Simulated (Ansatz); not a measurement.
## TiO₂ — field gradients at the nuclei

The cell is a COD entry, ions relaxed with PBE at fixed cell.

```
Ti O
1.0
     4.51500    0.00000    0.00000
     0.00000    5.49700    0.00000
     0.00000    0.00000    4.93900
Ti O
4 8
Direct
  0.00000 0.17453 0.25000
  0.50000 0.32547 0.75000
  0.00000 0.82547 0.75000
  0.50000 0.67453 0.25000
  0.27040 0.38191 0.41969
  0.22960 0.11809 0.91969
  0.77040 0.11809 0.58031
  0.72960 0.38191 0.08031
  0.72960 0.61809 0.58031
  0.77040 0.88191 0.08031
  0.22960 0.88191 0.41969
  0.27040 0.61809 0.91969
```

Atoms are numbered from 1 in the order listed; like atoms form one site, named after its first atom.

Computed with Ansatz: DFT, PBE, plane waves and PAW, scalar-relativistic, 420 eV cutoff, Γ-centred 4×4×4 k-points, Fermi–Dirac smearing 0.02 eV.

C_Q = eQV_zz/h, which is 24.18 MHz for Q = 1 b and V_zz = 10²¹ V/m²; η = (V_xx − V_yy)/V_zz. Directions are in the Cartesian axes of the cell vectors above, for the atom listed; none is given where the gradient is under 0.02 or η is above 0.95.

```
site  first atom                               first shell  V_zz (10²¹ V/m²)     η  direction of V_zz (x, y, z)
  Ti           1                        6 O at 1.87–2.09 Å              2.68  0.68               0.00 1.00 0.00
   O           5  3 Ti at 1.87–2.09 Å; also 1 Ti at 3.18 Å             -2.73  0.49             0.74 -0.63 -0.24
```

At this cell the PBE pressure is 5 GPa, so with PBE the cell would grow if it were relaxed.
